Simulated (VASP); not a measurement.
# Cs in VASP: notebook

The runs below take Cs through relaxation of the atoms, single point, with PBE+D3(BJ), PBE.

Program: VASP 6.6.1. These are calculated values, not measurements. Logs are shortened: lines on timing, memory, paths and dates and some standing lists are left out, and cuts for length are marked.

**1. The molecule as given**

The cell holds a molecule in a box, 1 atom: a = 10.500 Å, b = 11.000 Å, c = 11.500 Å, α = 90.00°, β = 90.00°, γ = 90.00°.

**2. Relaxation of the atoms, PBE+D3(BJ), collinear spin, ferromagnetic start**

Input file INCAR:

```
ALGO     = Normal         # electronic algorithm
EDIFF    = 1E-6           # SCF threshold, eV
EDIFFG   = -0.03          # ionic threshold
ENCUT    = 400            # plane-wave cutoff, eV
GGA      = PE             # functional
IBRION   = 2              # ionic algorithm
ISIF     = 2              # what is computed and relaxed
ISMEAR   = 0              # smearing method
ISPIN    = 2              # spin polarisation
ISYM     = 0            
IVDW     = 12             # dispersion correction
LASPH    = T              # aspherical terms in the spheres
LCHARG   = F              # write CHGCAR
LORBIT   = 11             # projections on sites
LREAL    = F              # projectors in reciprocal space
LWAVE    = F              # write WAVECAR
MAGMOM   = 0.5            # initial moments
NELM     = 80             # most SCF steps
NSW      = 120            # ionic steps
NUPDOWN  = 1              # fixed moment
PREC     = Accurate       # precision mode
SIGMA    = 0.01           # smearing width, eV
```

Input file KPOINTS:

```
k-points
0
Gamma
  1 1 1
```

Input file POSCAR:

```
Cs
1.0
   10.5000000000      0.0000000000      0.0000000000
    0.0000000000     11.0000000000      0.0000000000
    0.0000000000      0.0000000000     11.5000000000
Cs
1
Selective dynamics
Direct
    0.5000000000      0.5045454545      0.5000000000  F F F
```

Potentials or basis: VASP PAW PBE potentials, release 64 (Cs_sv).

The run is started by

```console
> cat potpaw_PBE.64/Cs_sv/POTCAR > POTCAR
> mpirun -np 1 vasp_gam > vasp.out
```

OUTCAR:

```text
EDIFF = 1E-6
   EDIFFG = -0.03
   ENCUT = 400
   GGA = PE
   IBRION = 2
   ISIF = 2
   ISMEAR = 0
   ISPIN = 2
   ISYM = 0
   IVDW = 12
   LASPH = T
   LORBIT = 11
   LREAL = F
   NELM = 80
   NSW = 120
   NUPDOWN = 1
   PREC = Accurate
 IVDW          = 12

 ion  position               nearest neighbor table
   1  0.500  0.505  0.500-

IMPORTANT INFORMATION: All symmetrisations will be switched off!
NOSYMM: (Re-)initialisation of all symmetry stuff for point group C_1.

----------------------------------------------------------------------------------------

                                     Primitive cell

  volume of cell :    1328.2500

  direct lattice vectors                    reciprocal lattice vectors
    10.500000000  0.000000000  0.000000000     0.095238095  0.000000000  0.000000000
     0.000000000 11.000000000  0.000000000     0.000000000  0.090909091  0.000000000
     0.000000000  0.000000000 11.500000000     0.000000000  0.000000000  0.086956522

  length of vectors
    10.500000000 11.000000000 11.500000000     0.095238095  0.090909091  0.086956522

  position of ions in fractional coordinates (direct lattice)
     0.500000000  0.504545454  0.500000000

  ion indices of the primitive-cell ions
   primitive index   ion index
                 1           1

----------------------------------------------------------------------------------------

 KPOINTS: k-points

Automatic generation of k-mesh.
 Grid dimensions read from file:
 generate k-points for:    1    1    1

 Generating k-lattice:

  Cartesian coordinates                     Fractional coordinates (reciprocal lattice)
     0.095238095  0.000000000  0.000000000     1.000000000  0.000000000  0.000000000
     0.000000000  0.090909091  0.000000000     0.000000000  1.000000000  0.000000000
     0.000000000  0.000000000  0.086956522     0.000000000  0.000000000  1.000000000

  Length of vectors
     0.095238095  0.090909091  0.086956522

  Shift w.r.t. Gamma in fractional coordinates (k-lattice)
     0.000000000  0.000000000  0.000000000

 Subroutine IBZKPT returns following result:
 ===========================================

 Found      1 irreducible k-points:

 Following reciprocal coordinates:
            Coordinates               Weight
  0.000000  0.000000  0.000000      1.000000
   k-points           NKPTS =      1   k-points in BZ     NKDIM =      1   number of bands    NBANDS=      8
   number of dos      NEDOS =    301   number of ions     NIONS =      1
   total plane-waves  NPLWV = 403200
   dimension x,y,z NGX =    70 NGY =   72 NGZ =   80
   dimension x,y,z NGXF=   140 NGYF=  144 NGZF=  160
   ions per type =               1
   NGX,Y,Z   is equivalent  to a cutoff of  11.08, 10.88, 11.56 a.u.
   NGXF,Y,Z  is equivalent  to a cutoff of  22.17, 21.76, 23.13 a.u.
 SYSTEM =  unknown system
   PREC   = accura    normal or accurate (medium, high low for compatibility)
   ISTART =      0    job   : 0-new  1-cont  2-samecut
   ICHARG =      2    charge: 1-file 2-atom 10-const
   ISPIN  =      2    spin polarized calculation?
   LNONCOLLINEAR =      F non collinear calculations
   LSORBIT =      F    spin-orbit coupling
   LASPH  =      T    aspherical Exc in radial PAW
   ENCUT  =  400.0 eV  29.40 Ry    5.42 a.u.  17.12 17.94 18.75*2*pi/ulx,y,z
   NELM   =     80;   NELMIN=  2; NELMDL= -5     # of ELM steps
   EDIFF  = 0.1E-05   stopping-criterion for ELM
   LREAL  =      F    real-space projection
   EDIFFG = -.3E-01   stopping-criterion for IOM
   NSW    =    120    number of steps for IOM
   IBRION =      2    ionic relax: 0-MD 1-quasi-New 2-CG
   NFREE  =      1    steps in history (QN), initial steepest desc. (CG)
   ISIF   =      2    stress and relaxation
   ISYM   =      0    0-nonsym 1-usesym 2-fastsym
   POTIM  = 0.5000    time-step for ionic-motion
   TEBEG  =    0.0;   TEEND  =   0.0 temperature during run
   PSTRESS=    0.0 pullay stress
   NELECT =       9.0000    total number of electrons
   NUPDOWN=       1.0000    fix difference up-down
   EMIN   =  10.00;   EMAX   =-10.00  energy-range for DOS
   EFERMI =   0.00;   METHOD = LEGACY
   ISMEAR =     0;   SIGMA  =   0.01  broadening in eV -4-tet -1-fermi 0-gaus
   EFERMI_NEDOS =   21; number of points for ismear=-14 and -15
   IALGO  =     38    algorithm
   IMIX   =      4    mixing-type and parameters
     AMIX     =   0.40;   BMIX     =  1.00
     AMIX_MAG =   1.60;   BMIX_MAG =  1.00
  volume/ion in A,a.u.               =    1328.25      8963.47
  Fermi-wavevector in a.u.,A,eV,Ry     =   0.309786  0.585411  1.305719  0.095968
  Thomas-Fermi vector in A             =   1.186821
   LORBIT       =     11    0 simple, 1 ext, 2 COOP (PROOUT), +10 PAW based schemes
   GGA     = PE    functional components
   LHFCALC =     F    Hartree Fock is set to
   AEXX    =    0.0000 exact exchange contribution
   IVDW    =    12    specifies the selected vdW correction
   LEPSILON=     F    determine dielectric tensor
   LRPA    =     F    only Hartree local field effects (RPA)
 conjugate gradient relaxation of ions
 spin polarized calculation
 Gauss-broadening in eV      SIGMA  =   0.01
  energy-cutoff  :      400.00
  volume of cell :     1328.25
 maximum number of plane-waves:     12033
 NGX is ok and might be reduce to    70
   NGX = 35   NGY = 35   NGZ = 37

 number of electron       9.0000000 magnetization       0.9999989

 Free energy of the ion-electron system (eV)
  ---------------------------------------------------
  ext. energy  EPLUGINS =         0.00000000
  ---------------------------------------------------
  free energy    TOTEN  =        -0.20539638 eV

  energy without entropy =       -0.20539638  energy(sigma->0) =       -0.20539638

 E-fermi : -13.1466     XC(G=0):  -0.9618

 val. band max:       -2.0787721317   @ k =   0.0000   0.0000   0.0000
 cond. band min:      -1.3206328745   @ k =   0.0000   0.0000   0.0000
 fundamental gap:      0.7581392573
 Fermi energy:        -1.9921626387

 spin component 1

 k-point     1 :       0.0000    0.0000    0.0000
  band No.  band energies     occupation
      1     -26.5334      1.00000
      2     -13.3425      1.00000
      3     -13.3402      1.00000
      4     -13.3368      1.00000
      5      -2.0788      1.00000
      6      -0.4655      0.00000
      7      -0.4315      0.00000
      8      -0.4126      0.00000
 Fermi energy:       -13.1466431629

 spin component 2

 k-point     1 :       0.0000    0.0000    0.0000
  band No.  band energies     occupation
      1     -26.4940      1.00000
      2     -13.2622      1.00000
      3     -13.2592      1.00000
      4     -13.2546      1.00000
      5      -1.3206      0.00000
      6       0.3218      0.00000
      7       0.3315      0.00000
      8       0.3881      0.00000

------------------------ aborting loop because EDIFF is reached ----------------------------------------

 Edisp (eV)   -0.01975

 E8    (eV) :    -0.0072

  FORCE on cell =-STRESS in cart. coord.  units (eV):
  Direction    XX          YY          ZZ          XY          YZ          ZX
  --------------------------------------------------------------------------------------
  -------------------------------------------------------------------------------------
  Total      -0.30105    -0.22503    -0.17052    -0.00000    -0.00000     0.00000
  in kB      -0.36314    -0.27144    -0.20568    -0.00000    -0.00000     0.00000
  external pressure =       -0.28 kB  Pullay stress =        0.00 kB

 VOLUME and BASIS-vectors are now :
 -----------------------------------------------------------------------------
  energy-cutoff  :      400.00
  volume of cell :     1328.25
      direct lattice vectors                 reciprocal lattice vectors
    10.500000000  0.000000000  0.000000000     0.095238095  0.000000000  0.000000000
     0.000000000 11.000000000  0.000000000     0.000000000  0.090909091  0.000000000
     0.000000000  0.000000000 11.500000000     0.000000000  0.000000000  0.086956522

 POSITION                                       TOTAL-FORCE (eV/Angst)
 -----------------------------------------------------------------------------------
      5.25000      5.55000      5.75000        -0.000000      0.000355     -0.000028
 -----------------------------------------------------------------------------------
    total drift:                               -0.000000      0.000355     -0.000028

  FREE ENERGIE OF THE ION-ELECTRON SYSTEM (eV)
  ---------------------------------------------------
  free  energy   TOTEN  =        -0.2251470689 eV

  energy  without entropy=       -0.2251470689  energy(sigma->0) =       -0.22514707

 reached required accuracy - stopping structural energy minimisation

 total charge

# of ion       s       p       d       tot
------------------------------------------
    1        1.866   4.678   0.000   6.544

 magnetization (x)

# of ion       s       p       d       tot
------------------------------------------
    1        0.033  -0.015   0.000   0.018
```

Run time: 3.1 min. Hardware: 1 thread of Intel Xeon Platinum 8259CL at 2.50GHz (Skylake/Cascade Lake), shared host; peak memory 1 GiB.

What came out:

- Free energy: -0.2251 eV
- Net moment: 1.00 μB per cell
- Valence electrons inside the program's atomic spheres: Cs 6.54
- Dispersion energy per atom: -0.020 eV

Final structure:
```
CELL_PARAMETERS angstrom
10.50000 0.00000 0.00000
0.00000 11.00000 0.00000
0.00000 0.00000 11.50000
ATOMIC_POSITIONS crystal
Cs 0.50000 0.50455 0.50000
```

Caveat: the relaxation stopped at its first step, so nothing moved; the total moment is fixed, so each spin has its own Fermi level. Spin-orbit coupling is left out, which matters for the levels of Cs.

**3. Single point, PBE, collinear spin, ferromagnetic start**

INCAR: that of step 2 with these lines changed.

```diff
@@ -2,6 +2,4 @@
 EDIFF    = 1E-6           # SCF threshold, eV
-EDIFFG   = -0.03          # ionic threshold
 ENCUT    = 400            # plane-wave cutoff, eV
 GGA      = PE             # functional
-IBRION   = 2              # ionic algorithm
 ISIF     = 2              # what is computed and relaxed
@@ -10,3 +8,2 @@
 ISYM     = 0            
-IVDW     = 12             # dispersion correction
 LASPH    = T              # aspherical terms in the spheres
@@ -17,4 +14,4 @@
 MAGMOM   = 0.5            # initial moments
+NBANDS   = 14             # bands
 NELM     = 80             # most SCF steps
-NSW      = 120            # ionic steps
 NUPDOWN  = 1              # fixed moment
```

KPOINTS is that of step 2.

Input file POSCAR:

```
Cs                                      
1.0
   10.5000000000      0.0000000000      0.0000000000
    0.0000000000     11.0000000000      0.0000000000
    0.0000000000      0.0000000000     11.5000000000
  Cs            
     1
Selective dynamics
Direct
     0.5000000000000000    0.5045454544999970    0.5000000000000000   F   F   F
```

Potentials or basis: VASP PAW PBE potentials, release 64 (Cs_sv).

The run is started by

```console
> cat potpaw_PBE.64/Cs_sv/POTCAR > POTCAR
> mpirun -np 1 vasp_gam > vasp.out
```

OUTCAR:

```text
EDIFF = 1E-6
   ENCUT = 400
   GGA = PE
   ISIF = 2
   ISMEAR = 0
   ISPIN = 2
   ISYM = 0
   LASPH = T
   LORBIT = 11
   LREAL = F
   NELM = 80
   NUPDOWN = 1
   PREC = Accurate

 ion  position               nearest neighbor table
   1  0.500  0.505  0.500-

IMPORTANT INFORMATION: All symmetrisations will be switched off!
NOSYMM: (Re-)initialisation of all symmetry stuff for point group C_1.

----------------------------------------------------------------------------------------

                                     Primitive cell

  volume of cell :    1328.2500

  direct lattice vectors                    reciprocal lattice vectors
    10.500000000  0.000000000  0.000000000     0.095238095  0.000000000  0.000000000
     0.000000000 11.000000000  0.000000000     0.000000000  0.090909091  0.000000000
     0.000000000  0.000000000 11.500000000     0.000000000  0.000000000  0.086956522

  length of vectors
    10.500000000 11.000000000 11.500000000     0.095238095  0.090909091  0.086956522

  position of ions in fractional coordinates (direct lattice)
     0.500000000  0.504545454  0.500000000

  ion indices of the primitive-cell ions
   primitive index   ion index
                 1           1

----------------------------------------------------------------------------------------

 KPOINTS: k-points

Automatic generation of k-mesh.
 Grid dimensions read from file:
 generate k-points for:    1    1    1

 Generating k-lattice:

  Cartesian coordinates                     Fractional coordinates (reciprocal lattice)
     0.095238095  0.000000000  0.000000000     1.000000000  0.000000000  0.000000000
     0.000000000  0.090909091  0.000000000     0.000000000  1.000000000  0.000000000
     0.000000000  0.000000000  0.086956522     0.000000000  0.000000000  1.000000000

  Length of vectors
     0.095238095  0.090909091  0.086956522

  Shift w.r.t. Gamma in fractional coordinates (k-lattice)
     0.000000000  0.000000000  0.000000000

 Subroutine IBZKPT returns following result:
[... 68 lines left out ...]
  ext. energy  EPLUGINS =         0.00000000
  ---------------------------------------------------
  free energy    TOTEN  =        -0.20539632 eV

  energy without entropy =       -0.20539632  energy(sigma->0) =       -0.20539632

 E-fermi : -13.1869     XC(G=0):  -0.9576

 val. band max:       -2.0787725374   @ k =   0.0000   0.0000   0.0000
 cond. band min:      -1.3197554445   @ k =   0.0000   0.0000   0.0000
 fundamental gap:      0.7590170930
 Fermi energy:        -1.9614199118

 spin component 1

 k-point     1 :       0.0000    0.0000    0.0000
  band No.  band energies     occupation
      1     -26.5334      1.00000
      2     -13.3425      1.00000
      3     -13.3402      1.00000
      4     -13.3368      1.00000
      5      -2.0788      1.00000
      6      -0.4655      0.00000
      7      -0.4315      0.00000
      8      -0.4135      0.00000
      9      -0.3982      0.00000
     10      -0.3474      0.00000
     11      -0.1780      0.00000
     12      -0.1666      0.00000
     13      -0.1597      0.00000
     14      -0.0375      0.00000
 Fermi energy:       -13.1869392135

 spin component 2

 k-point     1 :       0.0000    0.0000    0.0000
  band No.  band energies     occupation
      1     -26.4940      1.00000
      2     -13.2622      1.00000
      3     -13.2592      1.00000
      4     -13.2546      1.00000
      5      -1.3198      0.00000
      6       0.3203      0.00000
      7       0.3349      0.00000
      8       0.3768      0.00000
      9       0.3875      0.00000
     10       0.3937      0.00000
     11       0.5153      0.00000
     12       0.5621      0.00000
     13       0.6225      0.00000
     14       0.8627      0.00000

------------------------ aborting loop because EDIFF is reached ----------------------------------------

  FORCE on cell =-STRESS in cart. coord.  units (eV):
  Direction    XX          YY          ZZ          XY          YZ          ZX
  --------------------------------------------------------------------------------------
  -------------------------------------------------------------------------------------
  Total       -0.2476795     -0.1830363     -0.1369307     -0.0000000     -0.0000000     -0.0000000
  in kB       -0.2987588     -0.2207843     -0.1651701     -0.0000000     -0.0000000     -0.0000000
  external PRESSURE =      -0.2282377 kB  Pullay stress =       0.0000000 kB

 VOLUME and BASIS-vectors are now :
 -----------------------------------------------------------------------------
  energy-cutoff  :      400.00
  volume of cell :     1328.25
      direct lattice vectors                 reciprocal lattice vectors
    10.500000000  0.000000000  0.000000000     0.095238095  0.000000000  0.000000000
     0.000000000 11.000000000  0.000000000     0.000000000  0.090909091  0.000000000
     0.000000000  0.000000000 11.500000000     0.000000000  0.000000000  0.086956522

 POSITION                                       TOTAL-FORCE (eV/Angst)
 -----------------------------------------------------------------------------------
      5.25000      5.55000      5.75000         0.000000      0.000355     -0.000028
 -----------------------------------------------------------------------------------
    total drift:                                0.000000      0.000355     -0.000028

  FREE ENERGIE OF THE ION-ELECTRON SYSTEM (eV)
  ---------------------------------------------------
  free  energy   TOTEN  =        -0.2053963245 eV

  energy  without entropy=       -0.2053963245  energy(sigma->0) =       -0.20539632

 total charge

# of ion       s       p       d       tot
------------------------------------------
    1        1.866   4.678   0.000   6.544

 magnetization (x)

# of ion       s       p       d       tot
------------------------------------------
    1        0.033  -0.015   0.000   0.018
```

It took 3 min on 1 thread of Intel Xeon Platinum 8259CL at 2.50GHz (Skylake/Cascade Lake), shared host; peak memory 1 GiB.

Results:

| Property | Result |
| --- | --- |
| Free energy | -0.2054 eV |
| Net moment | 1.00 μB per cell |
| Valence electrons inside the program's atomic spheres | Cs 6.54 |

Caveat: the total moment is fixed, so each spin has its own Fermi level. The run has no spin-orbit coupling, so splittings on Cs are missing.
